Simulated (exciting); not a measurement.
Input of an exciting (release sodium) run:

input.xml

```xml
<input>
  <title>Au</title>
  <structure speciespath="./" tshift="false">
    <crystal scale="1">
      <basevect>0.000000000000 3.845592663613 3.845592663613</basevect>
      <basevect>3.845592663613 0.000000000000 3.845592663613</basevect>
      <basevect>3.845592663613 3.845592663613 0.000000000000</basevect>
    </crystal>
    <species speciesfile="Au.xml" rmt="2.3">
      <atom coord="0.000000000000 0.000000000000 0.000000000000"/>
    </species>
  </structure>
  <groundstate do="fromscratch" ngridk="11 11 11" rgkmax="9" gmaxvr="14" lmaxapw="10" lmaxmat="10" lmaxvr="8" xctype="GGA_PBE" stype="Gaussian" swidth="0.00055124" nempty="12" ValenceRelativity="iora*" epsengy="1e-05" epspot="1e-05" maxscl="60" tforce="true" outputlevel="normal"/>
</input>
```

Potentials or basis: all-electron LAPW+lo, shipped species files, valence relativity iora*.

Command:

```console
$ OMP_NUM_THREADS=1 exciting_smp
```

Problem. Predict the band gap on the k mesh.

Solution. None (metal or under the smearing width).

 The run has no spin-orbit coupling, so splittings on Au are missing.
